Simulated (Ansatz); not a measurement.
A plane-wave DFT run in Ansatz 0.2.0 (scalar-relativistic PAW potentials unless the input names others): input and command.

```yaml
crystal:
  lattice:
    - [-1.4570861151, 1.4570861151, 1.3795566845]
    - [1.4570861151, -1.4570861151, 1.3795566845]
    - [1.4939743711, 1.4939743711, -1.3795566845]
  atoms:
    - { symbol: Cu, position: [0.0, 0.0, 0.0] }
basis:
  ecutwfc: 420
kpoints:
  mp_grid: { grid: [30, 30, 30] }
hamiltonian:
  xc: pbe
scf:
  occupations: { method: gaussian, width: 0.15 }
  initial_density: { chi_scale: 0.0 }
output:
  forces: true
  eigenvalues: true
  stress: true
```

```bash
ansatz run input.yaml --threads 1 --pin off --max-ram 2560MiB --backend cpu --events-out ev --progress --plain --runs-dir out
```

Abridged log:
```
Pseudopotentials: kind: paw
Pseudopotential: Cu, paw, valence charge 19, recommended cutoff 420 eV (normal)
Functional definition: PBE
Crystal: 1 atom, lattice volume = 12.012 Å³
Basis set: ecut = 420 eV, 233 PW (Γ), exchange–correlation on 36×36×36 points (8 copies of the dense FFT grid, shifted against one another)
Bands: 14, of which v1, the nominal top of the filled ones, is band 10 counted from 1 (9 counted from 0)
Symmetry: 8 space group operations
Space group: Fmmm (ITA 69), of the structure as read, at distance tolerance 2.3e-5 Å
k-points: 3736 of 27000
Initial density: superposition of atomic densities (chi_scale 0, normalization cell)
Initial wavefunctions: pseudopotential atomic-orbital guess
Functional: x = pbe(κ = 0.804, μ = 0.21951497), c = pbe(β = 0.06672455)
SCF iter   1: F=—  HF=-6626.037857 eV  |F-HF|=—  |Δ(HF+E_count)|=         —  Δρ=2.56e-1  dr2=4.86e0  ethr=3.10e-3  ⟨swp⟩=4.9  Hψ=252388  notcnv=0
SCF iter   2: F=—  HF=-6625.156697 eV  |F-HF|=—  |Δ(HF+E_count)|=   8.81e-1  Δρ=3.73e-2  dr2=1.31e-1  ethr=3.10e-3  ⟨swp⟩=2.9  Hψ=127617  notcnv=0  defer=1319
SCF iter   3: F=—  HF=-6625.139845 eV  |F-HF|=—  |Δ(HF+E_count)|=   1.69e-2  Δρ=1.78e-2  dr2=2.69e-2  ethr=6.91e-4  ⟨swp⟩=1.5  Hψ=71639  notcnv=0  defer=1308
SCF iter   4: F=—  HF=-6625.137548 eV  |F-HF|=—  |Δ(HF+E_count)|=   2.30e-3  Δρ=7.10e-4  dr2=1.84e-5  ethr=1.41e-4  ⟨swp⟩=1.0  Hψ=50966  notcnv=0  defer=1308
SCF iter   5: F=—  HF=-6625.137597 eV  |F-HF|=—  |Δ(HF+E_count)|=   4.86e-5  Δρ=1.54e-4  dr2=1.46e-6  ethr=9.69e-8  ⟨swp⟩=2.1  Hψ=81992  notcnv=0  defer=1308
SCF iter   6: F=-6625.137597 eV  HF=-6625.137597 eV  |F-HF|=9.32e-10  |Δ(HF+E_count)|=   3.52e-7  Δρ=9.48e-6  dr2=7.73e-9  ethr=5.26e-10  ⟨swp⟩=4.9  Hψ=242128  notcnv=0
SCF 1 converged in 6 iterations: F = -6625.137597 eV  dr2 = 7.73e-9
SCF converged after 6 iterations
Free energy (F): -6625.137597 eV
Harris-Foulkes:  -6625.137597 eV  (|F-HF|=9.32e-10)
Internal energy: -6625.133566 eV  (E = F + TS)
E sigma→0 (E₀):  -6625.135581 eV
Entropy (-TS):   -0.004030 eV (-4.030 meV/atom)
Fermi energy:    16.411751 eV
--- Forces (eV/Å), atoms counted from 1 ---
  atom   1  Cu     0.00000000     0.00000000     0.00000000
--- Stress (GPa, compression-positive) ---
        0.043458      -2.567197       0.000000
       -2.567197       0.043458       0.000000
        0.000000       0.000000       0.167599
  P = ⅓ Tr σ = 0.0848 GPa (0.848 kbar)
```

Apart from outputs and empty bands, the input differs from a reference run on usual settings in scf.initial_density.chi_scale: not typed → 0.0. The reference, at the same geometry, gave pressure 0.08 GPa, largest force 0.000 eV/Å, no gap on the mesh. This run converged in 6 SCF iterations (reference: 6) with an energy at zero smearing within 0.01 meV/atom of the reference's, pressure 0.08 GPa, largest force 0.000 eV/Å, no gap on the mesh.

Time: 32 s on 1 thread of Intel(R) Xeon(R) Platinum 8488C (Sapphire Rapids) (shared host), peak memory 1 GiB.